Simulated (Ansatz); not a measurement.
## GaSb: changing the share of exact exchange

It takes space group F-43m (No. 216, cubic). The conventional cell has a = 6.118 Å, b = 6.118 Å, c = 6.118 Å, α = 90.00°, β = 90.00°, γ = 90.00°. Sb (site symmetry -43m) is surrounded by 4 Ga at 2.65 Å. Ga (site symmetry -43m) is surrounded by 4 Sb at 2.65 Å.

Kept alike: task single point; k mesh 4 × 4 × 4; occupations fermi-dirac, width 0.05 eV; no spin polarisation. Program: Ansatz, Ansatz PAW, cutoff 500 eV. The mesh is that of the run's cell of 2 atoms. No spin-orbit coupling.

| share of exact exchange, α | band gap (eV) | pressure (GPa) |
| --- | --- | --- |
| 0 | 0.464 | 0.58 |
| 0.1 | 0.961 | 0.15 |
| 0.15 | 1.215 | -0.06 |
| 0.25 | 1.732 | -0.46 |
| 0.35 | 2.263 | -0.87 |
| 0.5 | 3.078 | -1.45 |

The k mesh is coarse, so the values aren't converged. Pressure is positive in compression, with a Pulay correction for the finite cutoff. Spin-orbit coupling, left out here, moves the band edges of heavy atoms and can close or invert small gaps. A gap read on the mesh alone can miss an edge between its points. All rows use potentials made for PBE. The mesh is thin for exact exchange.

Q: What does the share of exact exchange change here?

A: The band gap rises from 0.464 to 3.078 eV between 0 and 0.5. Exact exchange pulls filled levels down against empty ones, so the gap grows nearly in line with its share. The mean slope is +5.23 eV per unit of share. The pressure falls from 0.58 to -1.45 GPa between 0 and 0.5. Exact exchange shortens the bonds here, so the pressure at fixed cell falls.
